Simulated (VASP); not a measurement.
Si, 2 atoms in the cell. The structure is tetragonal, space group I4_1/amd (No. 141). The conventional cell has a = 4.743 Å, b = 4.743 Å, c = 2.659 Å, α = 90.00°, β = 90.00°, γ = 90.00°. Si (site symmetry -4m2) has 6 Si at 2.46 to 2.66 Å as nearest neighbours. This isn't the form of Si at room conditions, which is diamond.

```yaml
Program: VASP 6.6.1
Task: single point
Functional: PBE
Potentials_or_basis: VASP PAW PBE potentials, release 64 (Si_GW)
Cutoff: 500 eV
k_mesh: 5 × 5 × 5
Occupations: gaussian, width 0.02 eV
Spin: no spin polarisation
Further_INCAR_settings: ALGO = Normal; EDIFF = 1e-07; NBANDS = 11
```

Potentials or basis: VASP PAW PBE potentials, release 64 (Si_GW).

The run is started by

```console
$ cat potpaw_PBE.64/Si_GW/POTCAR > POTCAR
$ mpirun -np 1 vasp_std > vasp.out
```

Hardware: 1 thread of Intel(R) Xeon(R) 6975P-C (Granite Rapids) (shared host).

Task: Estimate the wall time of this run.

Result: Run time: 5.7 s on 1 thread of Intel(R) Xeon(R) 6975P-C (Granite Rapids), on a shared host, peak memory 0.15 GiB. Counts: scf iterations 11, k points 18.
